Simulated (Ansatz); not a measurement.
Space group F-43m (No. 216). a = 4.548 Å, b = 4.548 Å, c = 4.548 Å, α = 90.00°, β = 90.00°, γ = 90.00°
```tsv
atom	site	symmetry	x	y	z
Ga	4a	-43m	0.0000	0.0000	0.0000
N	4c	-43m	0.2500	0.2500	0.2500
```

Equation of state of this GaN structure (not necessarily the ground state), with shape and atoms relaxed at each volume where symmetry leaves them free. These are results of Ansatz 0.2.0, DFT PBE, scalar-relativistic, plane waves, PAW, not measurements.

Settings: cutoff 420 eV, Γ-centred mesh 10×10×10 on the computed 2-atom cell, Gaussian smearing of 0.02 eV; no spin polarisation.

```
V (Å³/atom)  E − E(largest V) (meV/atom)  P (GPa)  gap on mesh (eV)
     10.351                        61.44    29.13              2.36
     10.704                         7.68    19.98              2.14
     11.057                       -27.57    12.21              1.94
     11.410                       -47.01     5.61              1.74
     11.763                       -53.00     0.01              1.54
     12.115                       -47.64    -4.76              1.35
     12.468                       -32.59    -8.80              1.17
     12.939                         0.00   -13.24              0.94
```

Q: Fit a third-order Birch–Murnaghan equation, E = E0 + (9V0B0/16)·[(x − 1)³B0' + (x − 1)²(6 − 4x)] with x = (V0/V)^(2/3), to E(V).

A: V0 = 11.76 Å³/atom, B0 = 172 GPa, B0' = 4.4.

It was relaxed from a Materials Project cell.
